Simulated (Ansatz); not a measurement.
# P: the cost of one run

Computed with Ansatz 0.2.0 (DFT PBE+D3(BJ), scalar-relativistic, plane waves, PAW, unless a step's input says otherwise).

**1. The system as given**

It takes space group P-3m1 (No. 164, trigonal). Conventional cell: a = 3.096 Å, b = 3.096 Å, c = 28.000 Å, α = 90.00°, β = 90.00°, γ = 120.00°. P (site symmetry 3m) is surrounded by 3 P at 2.14 Å.

As a file:

```cif
data_structure
_symmetry_space_group_name_H-M 'P 1'
_symmetry_Int_Tables_number 1
_cell_length_a 3.0956
_cell_length_b 3.0956
_cell_length_c 28.0000
_cell_angle_alpha 90.000
_cell_angle_beta 90.000
_cell_angle_gamma 120.000
_cell_volume 232.37
loop_
_atom_site_label
_atom_site_type_symbol
_atom_site_fract_x
_atom_site_fract_y
_atom_site_fract_z
_atom_site_occupancy
P1 P 0.33333 0.66667 0.52102 1
P2 P 0.66667 0.33333 0.47898 1
```

**2. Probe: one point at the start**

Along c the cell is not periodic, so the sheet has no images above or below.

The input, input.yaml:

```yaml
crystal:
  lattice:
    - [3.0956118943, 0.0, 0.0]
    - [-1.5478059471, 2.6808785407, 0.0]
    - [0.0, 0.0, 28.0]
  atoms:
    - { symbol: P, position: [0.3333333333, 0.6666666667, 0.5210178571] }
    - { symbol: P, position: [0.6666666667, 0.3333333333, 0.4789821429] }
  periodic: [true, true, false]
basis:
  ecutwfc: 420
kpoints:
  mp_grid: { grid: [6, 6, 1] }
hamiltonian:
  xc: pbe
  dispersion: d3bj
scf:
  occupations: { method: gaussian, width: 0.1 }
output:
  forces: true
  stress: true
  eigenvalues: true
```

Q: Estimate wall time and peak memory on 1 thread of an Arm CPU, shared host.

About 1.4 s, with a peak of 0.35 GiB.
